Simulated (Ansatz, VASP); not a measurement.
# Sc: VASP beside Ansatz

File INCAR:

```
SYSTEM = Sc
PREC = Accurate ; ENCUT = 520
EDIFF = 1E-7 ; ISMEAR = 0
SIGMA = 0.15 ; LREAL = .FALSE.
LASPH = .TRUE. ; NELM = 100
ALGO = Normal ; ISIF = 2
LWAVE = .FALSE. ; LCHARG = .TRUE.
GGA = PS ; LELF = .TRUE.
LVHAR = .TRUE. ; NBANDS = 12
```

Contents of KPOINTS:

```
Automatic mesh
0
G
  20 20 20
  0 0 0
```

File POSCAR:

```
Sc
1.0
    0.0000000000      2.0228873710      2.8603627426
    2.0228873710      0.0000000000      2.8603627426
    2.0228873710      2.0228873710      0.0000000000
Sc
1
Direct
    0.0000000000      0.0000000000      0.0000000000
```

Input for Ansatz:

```yaml
crystal:
  lattice:
    - [0.0, 2.022887371, 2.8603627426]
    - [2.022887371, 0.0, 2.8603627426]
    - [2.022887371, 2.022887371, 0.0]
  atoms:
    - { symbol: Sc, position: [0.0, 0.0, 0.0] }
basis:
  ecutwfc: 420
kpoints:
  mp_grid: { grid: [20, 20, 20] }
hamiltonian:
  xc: pbesol
scf:
  occupations: { method: gaussian, width: 0.15 }
output:
  forces: true
  stress: true
  eigenvalues: true
```

Alike in both runs: task single point; functional PBEsol; k mesh 20 × 20 × 20; occupations gaussian, width 0.15 eV; no spin polarisation.

|  | VASP | Ansatz |
| --- | --- | --- |
| version | VASP 6.6.1 | Ansatz 0.2.0 |
| potentials or method | VASP PAW PBE potentials, release 64 (Sc_sv) | scalar-relativistic, plane waves, PAW |
| plane-wave cutoff (eV) | 520 | 420 |
| valence electrons in the cell | 11 | 11 |

```tsv
	VASP	Ansatz	Ansatz less VASP
gap on the k mesh at the Fermi level (eV)	none	none	-
pressure (GPa)	0.4	0.3	-0.05
largest component of the traceless stress (GPa)	10.99	10.98	-0.010
```

A gap of «none» marks a metal or a gap that the smearing closes.

Caveats: the PAW data sets were made with another functional, which shifts forces and pressure a little (VASP).
